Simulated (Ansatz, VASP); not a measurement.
# B26P27 (V_B) in two plane-wave programs

Wanted: the spread between two codes on one cell, functional and k mesh. The cell is taken from a series of runs on this material, whose earlier steps may have relaxed, scaled, displaced or heated it; both programs get it as it stands.

Calculated with Ansatz 0.2.0; plane waves, with VASP 6.6.1 beside it; single point at r2SCAN.

## Step 1: Set-up

The cell holds 53 atoms: 26 B and 27 P. Its edges and angles: a = 9.767 Å, b = 9.767 Å, c = 9.767 Å, α = 60.0°, β = 60.0°, γ = 60.0°. It derives from BP (BP (F-43m)). Nearest the centre at fractional (0.667, 0.333, 0.667): P37 at 1.96 Å, P40 at 1.98 Å, P38 at 1.98 Å, P46 at 1.98 Å, B18 at 3.23 Å, B3 at 3.24 Å, B13 at 3.25 Å, B25 at 3.25 Å.

Coordinates:

```cif
data_structure
_symmetry_space_group_name_H-M 'P 1'
_symmetry_Int_Tables_number 1
_cell_length_a 9.7674
_cell_length_b 9.7674
_cell_length_c 9.7674
_cell_angle_alpha 60.000
_cell_angle_beta 60.000
_cell_angle_gamma 60.000
_cell_volume 658.91
loop_
_atom_site_label
_atom_site_type_symbol
_atom_site_fract_x
_atom_site_fract_y
_atom_site_fract_z
_atom_site_occupancy
B1 B 0.00020 0.00027 0.99936 1
B2 B 0.00016 0.00034 0.33352 1
B3 B 0.99944 0.00369 0.66503 1
B4 B 0.00076 0.33216 0.00027 1
B5 B 0.00065 0.33235 0.33545 1
B6 B 0.00225 0.33175 0.66429 1
B7 B 0.00110 0.66714 0.99938 1
B8 B 0.00060 0.66649 0.33312 1
B9 B 0.00141 0.66725 0.66530 1
B10 B 0.33417 0.00003 0.99954 1
B11 B 0.33406 0.99996 0.33322 1
B12 B 0.33424 0.00001 0.66571 1
B13 B 0.33617 0.33125 0.00065 1
B14 B 0.33428 0.33240 0.33335 1
B15 B 0.33718 0.33013 0.66409 1
B16 B 0.33437 0.66617 0.99934 1
B17 B 0.33445 0.66604 0.33355 1
B18 B 0.33783 0.66515 0.66514 1
B19 B 0.66540 0.00235 0.00021 1
B20 B 0.66650 0.00020 0.33326 1
B21 B 0.66426 0.00294 0.66406 1
B22 B 0.66493 0.33085 0.00130 1
B23 B 0.66443 0.33028 0.33705 1
B24 B 0.66623 0.66673 0.00027 1
B25 B 0.66643 0.66659 0.33542 1
B26 B 0.66592 0.66795 0.66445 1
P27 P 0.24976 0.25061 0.24906 1
P28 P 0.24989 0.25078 0.58399 1
P29 P 0.25153 0.25035 0.91522 1
P30 P 0.25093 0.58279 0.24979 1
P31 P 0.25233 0.58129 0.58377 1
P32 P 0.25184 0.58204 0.91558 1
P33 P 0.25055 0.91642 0.24991 1
P34 P 0.25007 0.91595 0.58354 1
P35 P 0.25060 0.91651 0.91608 1
P36 P 0.58500 0.25090 0.24889 1
P37 P 0.58499 0.25072 0.58566 1
P38 P 0.58422 0.25052 0.91486 1
P39 P 0.58474 0.58140 0.25119 1
P40 P 0.58719 0.58133 0.58315 1
P41 P 0.58464 0.58211 0.91564 1
P42 P 0.58472 0.91586 0.24885 1
P43 P 0.58495 0.91571 0.58393 1
P44 P 0.58447 0.91747 0.91514 1
P45 P 0.91551 0.25064 0.25120 1
P46 P 0.91523 0.25319 0.58311 1
P47 P 0.91618 0.25054 0.91558 1
P48 P 0.91689 0.58284 0.24991 1
P49 P 0.91700 0.58286 0.58351 1
P50 P 0.91724 0.58319 0.91628 1
P51 P 0.91689 0.91679 0.24977 1
P52 P 0.91544 0.91813 0.58376 1
P53 P 0.91608 0.91787 0.91548 1
```

## Step 2: Ansatz: single point, r2SCAN

Ansatz runs on its PAW soft_1 files.

A single point gives forces, pressure and levels at one fixed geometry, so differences don't come from the geometry; what else differs is listed under the comparison.

File input.yaml:

```yaml
crystal:
  checkpoint: "../qm2_M1.relax.run"
  host: checkpoint
basis:
  ecutwfc: 500
  xc_grid: 2
hamiltonian:
  xc: r2scan
  pseudopotentials: { kind: paw, azcp: { folder: soft_1 } }
kpoints:
  mp_grid: { grid: [2, 2, 2], shift: [0.5, 0.5, 0.5] }
scf:
  occupations: { method: fixed }
  max_iter: 100
output:
  forces: true
  eigenvalues: true
  charged_corrections: { defect_position: [0.666667, 0.333333, 0.666667] }
checkpoint:
  read: "../qm2_M1.relax.run"
  write: "../qm2_M1.point_neutral.run"
  compress: false
  write_wavefunctions: false
  write_every: 100000
magnetization:
  spin_polarized: true
  initial_magnetization: 1
  spin_locking: { lock_magnetization: hard }
```

On the command line:

```console
> ansatz run input.yaml --threads 4 --pin off --max-ram 7536MiB --backend cpu --events-out ev --progress --plain --runs-dir out
```

Numbers of over 12 decimals in the logs are rounded to 6 here.

Output:

```text
Warning: This run holds its total moment fixed (magnetization.spin_locking.lock_magnetization: hard) and mixes its density by anderson or broyden (scf.mixing.algorithm, typed or taken by auto). Slabs with a fixed moment have converged under broyden above another state at the same moment, at the default mixing steps and at smaller ones, and under scf.lower_state_search: standard, light or off a state that such a mixer [...]
checkpoint.read: neither the saved density nor the saved orbitals are used: the state is of another total charge, and does not settle where this run's electrons and spins go. The run starts from its atoms. Which states do: the manual's quickstart, A charge series.
crystal.checkpoint: the structure is that of <dir>, a `relax` run, at its step 5: its result, under r2scan at a charge of -2 e; 53 atoms read, 0 with a starting moment; this deck's charge is 0 e; no density is read with it (checkpoint.read); crystal.structure_sha256 for this input is
Engine: ansatz 0.2.0, aarch64-unknown-linux-gnu
Pseudopotentials: kind: paw
Pseudopotential: B, paw, valence charge 3, recommended cutoff 500 eV (meta_gga), soft_1/B.paw.azcp
Pseudopotential: P, paw, valence charge 5, recommended cutoff 500 eV (meta_gga), soft_1/P.paw.azcp
Functional definition: r2SCAN
  parameter k0 = 0.174
  parameter k1 = 0.065
  parameter a1 = 4.9479
  exchange = r2scan_x(k0 = k0, k1 = k1, a1 = a1)
  correlation = r2scan_c
Crystal: 53 atoms, lattice volume = 658.912 Å³
Basis set: ecut = 500 eV, 16625 PW (Γ), exchange–correlation on 144×144×144 points (8 copies of the dense FFT grid, shifted against one another)
Bands: 160, of which v1, the nominal top of the filled ones, is band 107 counted from 1 (106 counted from 0)
Symmetry: 1 space group operations
Space group: P1 (ITA 1), of the structure as read, at distance tolerance 8.7e-5 Å
Magnetic group: BNS 1.1 (UNI 1), of the structure as read, at distance tolerance 8.7e-5 Å
k-points: 4 of 8 (time reversal used)
Non-local potential: B, projectors of the file, l = 0: 2, l = 1: 2, l = 2: 1
Non-local potential: P, projectors of the file, l = 0: 2, l = 1: 2, l = 2: 1
PAW form: soft (Blöchl's): semilocal exchange-correlation on the pseudo side does not see the compensation charge
PAW frozen core: B, regenerated for the run's functional (the file was generated under x = pbe(κ = 0.804, μ = 0.219515), c = pbe(β = 0.066725))
PAW frozen core: P, regenerated for the run's functional (the file was generated under x = pbe(κ = 0.804, μ = 0.219515), c = pbe(β = 0.066725))
PAW one-centre angular grid: B, 302 points (default); XC on 223 of its mesh's 2233 points in the sphere
PAW one-centre angular grid: P, 302 points (default); XC on 160 Gauss nodes
Initial density: superposition of atomic densities (chi_scale 0.1, normalization cell)
Starting moments: Σ|m| = 1 μB on 53 of 53 sites
Initial wavefunctions: pseudopotential atomic-orbital guess
Functional: x = r2scan, c = r2scan; τ floored in thin density (d = 2e-4 eV/Å³)
SCF iter   1: F=—  HF=-24597.205639 eV  |F-HF|=—  |Δ(HF+E_count)|=         —  Δρ=3.88e-2 (↑3.85e-2 ↓3.88e-2)  dr2=4.32e1  dr2_τ=1.20e0  dr2_m=3.81e-2  M=1.000 μB ∫|m|=1.005 μB  β_m=1.20  ethr=3.10e-3  ⟨swp⟩=5.0  Hψ=4940  notcnv=0  defer=398
preconditioner: auto → Resta (q_TF=auto, 2.260 Å⁻¹)  ε∞=4.5  [insulator: Δε(μ)=0.063 eV  Ē_g=11.283 eV  n_scr=136 (ndim 8)  ℏωp=21.1 eV  f_vac=0.000  ε∞_Penn≈4.5]
spin=Collinear: Resta preconditioning applied to the charge; magnetization (m = ρ↑ − ρ↓) channel mixes plain (no charge-response kernel on spin).
SCF iter   2: F=—  HF=-24591.597342 eV  |F-HF|=—  |Δ(HF+E_count)|=    5.61e0  Δρ=2.66e-2 (↑2.65e-2 ↓2.66e-2)  dr2=1.90e1  dr2_τ=3.99e-2  dr2_m=1.36e-3  M=1.000 μB ∫|m|=1.070 μB  β_m=1.20  ethr=3.10e-3  ⟨swp⟩=2.4  Hψ=2105  notcnv=0  defer=408  κ⁻¹=1.0e0(r=1)
SCF iter   3: F=—  HF=-24589.043177 eV  |F-HF|=—  |Δ(HF+E_count)|=    2.55e0  Δρ=9.83e-3 (↑9.79e-3 ↓9.83e-3)  dr2=2.34e0  dr2_τ=8.65e-3  dr2_m=8.04e-4  M=1.000 μB ∫|m|=1.136 μB  β_m=1.20  ethr=3.10e-3  ⟨swp⟩=2.6  Hψ=1796  notcnv=0  defer=407  κ⁻¹=6.2e-2(r=2)
SCF iter   4: F=—  HF=-24588.987984 eV  |F-HF|=—  |Δ(HF+E_count)|=   5.52e-2  Δρ=4.96e-3 (↑4.94e-3 ↓4.96e-3)  dr2=6.97e-1  dr2_τ=2.05e-3  dr2_m=1.17e-4  M=1.000 μB ∫|m|=1.123 μB  β_m=1.20  ethr=1.10e-3  ⟨swp⟩=2.0  Hψ=1490  notcnv=0  defer=410  κ⁻¹=9.0e-3(r=3)
[...]
atom   3  B     -0.00559253    -0.02521563    -0.02431083
  atom   4  P     -0.63696326     0.04359203     0.05671262
  atom   5  B      0.12542901    -0.16247534    -0.59208444
  atom   6  P     -0.02846212     0.09028747    -0.16882549
  atom   7  B      0.06522650    -0.11836804     0.05453223
  atom   8  P      0.05544247    -0.02712943     0.06258542
  atom   9  B      0.13099378    -0.55999458    -0.19456386
  atom  10  P     -0.01663693    -0.17210116     0.09859524
  atom  11  B      0.52849202    -0.19266683    -0.20920030
  atom  12  P      0.20709329     0.05678541     0.08027399
  atom  13  B     -0.09135942    -0.08731026    -0.10920836
  atom  14  P     -0.00624518    -0.00871368    -0.00255811
  atom  15  B     -0.01177437    -0.01136629    -0.06693782
  atom  16  P      0.01759102     0.01914168     0.69055800
  atom  17  B      0.06304456     0.06404145    -0.13087451
  atom  18  P      0.05545416     0.05529735    -0.01351176
  atom  19  B     -0.01730488    -0.02160148    -0.01343327
  atom  20  P      0.03676942     0.03368911    -0.63540513
  atom  21  B     -0.08010751    -0.07687668    -0.10179257
  atom  22  P     -0.52123228    -0.52225023    -0.48504478
  atom  23  B      0.02663761     0.02170640    -0.10785908
  atom  24  P      0.45618089     0.45775146    -0.36389054
  atom  25  B     -0.16424233    -0.59672109     0.11661066
  atom  26  P      0.09431551    -0.17936494    -0.01352858
[...]
atom  46  P     -0.04383073    -0.03863740     0.23572848
  atom  47  P      0.02048497     0.02401785     0.02844430
  atom  48  B     -0.12102359     0.06866507     0.05513077
  atom  49  P     -0.02219387     0.05450490     0.06846587
  atom  50  B     -0.56723238     0.14025311    -0.19918117
  atom  51  P     -0.16736480    -0.01781751     0.10706257
  atom  52  B     -0.19220743     0.51405935    -0.19687379
  atom  53  P      0.05308114     0.20469953     0.08573790
  max |Σ_I F_I| component: 1.96e-3 eV/Å
--- Band table (eV; the first three rows and the last of 8) ---
  k-point 0 ↑: bands = [... 103 lower, 7.8800, 7.9035, 8.1353, 8.8306, 8.9407, 10.3854, 10.3972, 10.4411, ... 49 higher]
  k-point 1 ↑: bands = [... 103 lower, 7.2080, 7.6667, 7.7305, 8.3744, 8.7298, 10.3304, 11.1207, 11.2464, ... 49 higher]
  k-point 2 ↑: bands = [... 103 lower, 7.2389, 7.6492, 7.7818, 8.3826, 8.6342, 10.3400, 11.1305, 11.2492, ... 49 higher]
  k-point 3 ↓: bands = [... 103 lower, 7.3713, 7.6896, 7.8962, 8.8291, 8.9349, 10.3590, 11.1439, 11.2647, ... 49 higher]
```

The column dr2 measures how far the density is from self-consistency, as an energy; F and HF (Harris–Foulkes) agree once it is small.

## Step 3: VASP: single point, r2SCAN

The same cell, functional and mesh now go to VASP, with its own data sets.

Lines of VASP's logs that name or quote its potential files are left out, and so is its time.

File INCAR:

```
SYSTEM = B26P27
PREC = Accurate
ENCUT = 460
EDIFF = 1E-06
NELM = 200
ISMEAR = 0
SIGMA = 0.01
LREAL = Auto
ALGO = Normal
METAGGA = R2SCAN
LASPH = .TRUE.
NBANDS = 144
ISPIN = 2
MAGMOM = -0 -0 -0 0 0.01 0.01 0 0 0 -0 -0 -0 0.01 -0 0.01 -0 -0 -0 0 -0 0.01 0.02 0.02 0 0.01 0.01 0.01 0.02 0 0 0 0 0 0 0 0.02 0.13 0.08 0 0.02 0 0.01 0.01 0 0 0.03 0 -0 -0 -0 0 0 0
LORBIT = 11
LWAVE = .FALSE.
LCHARG = .FALSE.
ISIF = 2
ISYM = 0
NUPDOWN = 1
GGA_COMPAT = .FALSE.
LMIXTAU = .TRUE.
KPAR = 4
```

File POSCAR:

```
B26P27
1.0
    0.0000000000      6.9066245691      6.9066245691
    6.9066245691      0.0000000000      6.9066245691
    6.9066245691      6.9066245691      0.0000000000
B P
26 27
Direct
    0.0002033698      0.0002671740      0.9993572972
    0.0001593578      0.0003364734      0.3335186977
    0.9994391364      0.0036923791      0.6650295200
    0.0007567469      0.3321643031      0.0002687855
    0.0006461969      0.3323452146      0.3354501728
    0.0022453552      0.3317454610      0.6642867751
    0.0011018411      0.6671367931      0.9993754655
    0.0005975536      0.6664884963      0.3331193550
    0.0014082576      0.6672539770      0.6652953847
    0.3341670655      0.0000269973      0.9995420913
    0.3340634928      0.9999647025      0.3332204185
    0.3342356515      0.0000097747      0.6657103799
    0.3361707516      0.3312505701      0.0006480329
    0.3342777829      0.3323976497      0.3333525425
    0.3371799103      0.3301327464      0.6640910211
    0.3343666200      0.6661683712      0.9993424629
    0.3344509258      0.6660445952      0.3335510074
    0.3378337960      0.6651535280      0.6651440871
    0.6653978611      0.0023474807      0.0002142297
    0.6665048873      0.0001962949      0.3332626210
    0.6642599040      0.0029377047      0.6640569812
    0.6649298709      0.3308502607      0.0012951685
    0.6644329564      0.3302784984      0.3370468952
    0.6662318362      0.6667300803      0.0002730392
    0.6664269332      0.6665867367      0.3354238235
    0.6659235785      0.6679520599      0.6644525334
    0.2497643760      0.2506127275      0.2490621678
    0.2498908802      0.2507801093      0.5839931401
    0.2515288781      0.2503472070      0.9152156143
    0.2509305002      0.5827938742      0.2497930019
    0.2523286990      0.5812858470      0.5837688860
    0.2518436973      0.5820355003      0.9155752904
    0.2505494687      0.9164179275      0.2499080005
    0.2500654592      0.9159537416      0.5835449426
    0.2506020787      0.9165144539      0.9160773701
    0.5849950443      0.2508992560      0.2488860848
    0.5849864792      0.2507247348      0.5856555605
    0.5842216273      0.2505160447      0.9148561748
    0.5847400831      0.5814034378      0.2511946275
    0.5871852836      0.5813316379      0.5831525635
    0.5846350760      0.5821123043      0.9156412204
    0.5847229477      0.9158639861      0.2488523692
    0.5849495919      0.9157085519      0.5839331701
    0.5844675050      0.9174748821      0.9151353021
    0.9155098787      0.2506384798      0.2512015983
    0.9152319136      0.2531871118      0.5831134459
    0.9161768697      0.2505429698      0.9155753101
    0.9168929183      0.5828386930      0.2499073442
    0.9170049727      0.5828568253      0.5835097740
    0.9172369515      0.5831882257      0.9162780797
    0.9168944958      0.9167879978      0.2497727212
    0.9154400431      0.9181299511      0.5837625564
    0.9160792726      0.9178728484      0.9154820680
```

File KPOINTS:

```
Points of the shifted mesh
8
Reciprocal
 0.2500000000  0.2500000000  0.2500000000 1
 0.2500000000  0.2500000000  0.7500000000 1
 0.2500000000  0.7500000000  0.2500000000 1
 0.2500000000  0.7500000000  0.7500000000 1
 0.7500000000  0.2500000000  0.2500000000 1
 0.7500000000  0.2500000000  0.7500000000 1
 0.7500000000  0.7500000000  0.2500000000 1
 0.7500000000  0.7500000000  0.7500000000 1
```

PAW data sets: B and P (PBE family, release 64).

On the command line:

```console
> mpirun -np 8 vasp_std
```

Output:

```text
[banner, memory and clock lines left out]
running    8 mpi-ranks, on    1 nodes
[...]
|                                                                             |
|           W    W    AA    RRRRR   N    N  II  N    N   GGGG   !!!           |
|           W    W   A  A   R    R  NN   N  II  NN   N  G    G  !!!           |
|           W    W  A    A  R    R  N N  N  II  N N  N  G       !!!           |
|           W WW W  AAAAAA  RRRRR   N  N N  II  N  N N  G  GGG   !            |
|           WW  WW  A    A  R   R   N   NN  II  N   NN  G    G                |
|           W    W  A    A  R    R  N    N  II  N    N   GGGG   !!!           |
|                                                                             |
|     For optimal performance we recommend to set                             |
|       NCORE = 2 up to number-of-cores-per-socket                            |
|     NCORE specifies how many cores store one orbital (NPAR=cpu/NCORE).      |
|     This setting can greatly improve the performance of VASP for DFT.       |
[...]
|                                                                             |
|     You enforced a specific xc type in the INCAR file but a different       |
|     [... a line on the potential file left out ...]
|     I HOPE YOU KNOW WHAT YOU ARE DOING!                                     |
|                                                                             |

 LDA part: xc-table for (None), standard interpolation
 POSCAR, INCAR and KPOINTS ok, starting setup
[...]
entering main loop
       N       E                     dE             d eps       ncg     rms          rms(c)
DAV:   1     0.509132548888E+03    0.50913E+03   -0.89083E+04  4608   0.123E+03
DAV:   2    -0.437739975597E+03   -0.94687E+03   -0.89656E+03  5544   0.217E+02
DAV:   3    -0.501455980512E+03   -0.63716E+02   -0.62702E+02  5688   0.531E+01
DAV:   4    -0.502942254193E+03   -0.14863E+01   -0.14743E+01  5728   0.865E+00
[...]
DAV:  16    -0.454940707268E+03   -0.38927E-05   -0.62466E-05  5264   0.169E-02    0.100E-02
DAV:  17    -0.454940729873E+03   -0.22605E-04   -0.13481E-05  5184   0.124E-02    0.837E-03
DAV:  18    -0.454940730630E+03   -0.75746E-06   -0.10579E-06  3464   0.303E-03
   1 F= -.45494073E+03 E0= -.45494073E+03  d E =-.693224E-09  mag=     1.0000
```

Parts of OUTCAR (step 3):

```text
  FREE ENERGIE OF THE ION-ELECTRON SYSTEM (eV)
  ---------------------------------------------------
  free  energy   TOTEN  =      -454.9407306304 eV

  energy  without entropy=     -454.9407306297  energy(sigma->0) =     -454.94073063

 magnetization (x)
# of ion       s       p       d       tot
------------------------------------------
    1        0.000  -0.000   0.000  -0.000
    2       -0.000  -0.001   0.000  -0.001
    3       -0.000  -0.003   0.000  -0.003
    4       -0.000  -0.000   0.000  -0.000
    5        0.001   0.009   0.000   0.010
    6        0.002   0.014   0.000   0.017
    7        0.000   0.001   0.000   0.001
    8        0.000  -0.000   0.000  -0.000
    9        0.000   0.000   0.000   0.000
   10       -0.000  -0.001   0.000  -0.001
   11       -0.000  -0.002   0.000  -0.002
   12       -0.000  -0.001   0.000  -0.002
   13        0.001   0.009   0.000   0.010
[...]
--------------------------------------------------
tot          0.078   0.503   0.000   0.581

[... 1 further part left out ...]
```

The run ends at a pressure of -7.50 GPa, with forces up to 0.94 eV/Å.

## Step 4: Differences

Known differences besides the potentials themselves: VASP starts from the moments at which Ansatz ended; VASP keeps PBE cores, Ansatz makes them for the functional; fixed occupations in Ansatz, narrow Gaussian smearing in VASP; the cutoff is 500 eV in Ansatz and 460 eV in VASP (PREC = Accurate, projectors in real space); site moments are counted in spheres of each program's own size. Total energies have different zeros and are not compared.

Both answers:

| quantity | Ansatz | VASP | difference |
| --- | --- | --- | --- |
| total moment, fixed by the input (μB) | 1.00 | 1.00 | 0.00 |
| moment on P37 (μB) | 0.14 | 0.20 | -0.06 |
| moment on P38 (μB) | 0.08 | 0.10 | -0.02 |
| moment on P46 (μB) | 0.03 | 0.10 | -0.07 |

Forces on 7 of the 53 atoms, those with the largest forces and the largest differences (eV/Å; atoms numbered as in POSCAR):

| atom | Ansatz x, y, z | VASP x, y, z |
| --- | --- | --- |
| B19 | -0.586, -0.150, 0.104 | -0.681, -0.201, 0.172 |
| P27 | 0.016, 0.693, 0.044 | 0.043, 0.636, 0.009 |
| P37 | -0.521, -0.522, -0.485 | -0.564, -0.554, -0.512 |
| P38 | 0.456, 0.458, -0.364 | 0.585, 0.394, -0.377 |
| P40 | 0.460, -0.391, 0.462 | 0.600, -0.346, 0.403 |
| P42 | 0.697, 0.009, 0.037 | 0.792, 0.037, -0.012 |
| P46 | -0.397, 0.459, 0.465 | -0.442, 0.439, 0.436 |

The forces differ by 29 meV/Å r.m.s., which is 11.1 % of the r.m.s. force of 0.261 eV/Å (both taken over all components).

## Step 5: What came out

* r.m.s. force difference (single point, r2SCAN): 11 % of the r.m.s. force

**Reading.** The r.m.s. force difference is 11 % of the r.m.s. force (single point, r2SCAN), beyond the 3 % picked in this series as the mark of a large difference. What causes the difference of the single point, r2SCAN pair stays open here. Such differences can come from data sets, numerical settings and the points named under the comparisons, not from the functional's error against experiment.

[Lines on the potential files, build, host, timing and source positions are cut from VASP's logs without a mark.]

[Logs are printed without paths, hosts, clocks, repeated set-up lines and the standing remarks that a program may print on its own settings, such as how far it seeks lower states.]

[Hosts, paths, dates, database ids (printed as entryN), source tags and the programs' standing remarks are cut or masked in the printed files.]
